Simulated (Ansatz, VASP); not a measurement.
One calculation of Be, two programs

```
CELL_PARAMETERS angstrom
3.55885 0.00000 0.00000
-1.77943 3.08206 0.00000
0.00000 0.00000 2.17532
ATOMIC_POSITIONS crystal
Be 0.00000 0.00000 0.00000
Be 0.33333 0.66667 0.50000
Be 0.66667 0.33333 0.50000
```

Alike in both runs: functional PBEsol; k mesh 6 × 6 × 8; occupations gaussian, width 0.1 eV; no spin polarisation.

Ansatz relaxed the structure, and its values are those at the end. VASP's run is a single point on that final structure, the one shown.

```csv
,VASP,Ansatz
version,VASP 6.6.1,Ansatz 0.2.0
potentials or method,"VASP PAW PBE potentials, release 64 (Be)","scalar-relativistic, plane waves, PAW"
plane-wave cutoff (eV),520,420
valence electrons in the cell,6,6
```

|  | VASP | Ansatz | Ansatz less VASP |
| --- | --- | --- | --- |
| gap on the k mesh at the Fermi level (eV) | none | none | - |
| pressure (GPa) | 0.3 | 0.0 | -0.34 |

A gap of «none» marks a metal or a gap that the smearing closes.

Caveats: the k mesh is coarse (spacing up to 0.36 Å⁻¹), so the values aren't converged; the PAW data sets were made with another functional, which shifts forces and pressure a little (VASP).
